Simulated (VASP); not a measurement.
Cs, 1 atom in the cell. Symmetry: Pm-3m, No. 221, cubic system. The conventional cell has a = 5.365 Å, b = 5.365 Å, c = 5.365 Å, α = 90.00°, β = 90.00°, γ = 90.00°. This isn't the form of Cs at room conditions, which is bcc.

* Program: VASP 6.6.1
* Task: single point
* Functional: RPBE
* Potentials or basis: VASP PAW PBE potentials, release 64 (Cs_sv)
* Cutoff: 520 eV
* k mesh: 7 × 7 × 7
* Occupations: fermi-dirac, width 0.1 eV
* Spin: no spin polarisation
* Dipole correction: no
* Further INCAR settings: ALGO = Normal; EDIFF = 1e-06; NBANDS = 10

Potentials or basis: VASP PAW PBE potentials, release 64 (Cs_sv).

Command:

```sh
$ cat potpaw_PBE.64/Cs_sv/POTCAR > POTCAR
$ mpirun -np 1 vasp_std > vasp.out
```

Hardware: 1 thread of Intel(R) Xeon(R) Platinum 8488C (Sapphire Rapids), with other jobs on the host.

Problem. Estimate the wall time of this run.

Solution. Wall time 30 s on 1 thread of Intel(R) Xeon(R) Platinum 8488C (Sapphire Rapids) (shared host), peak memory 0.24 GiB. Counts: scf iterations 12, k points 20.
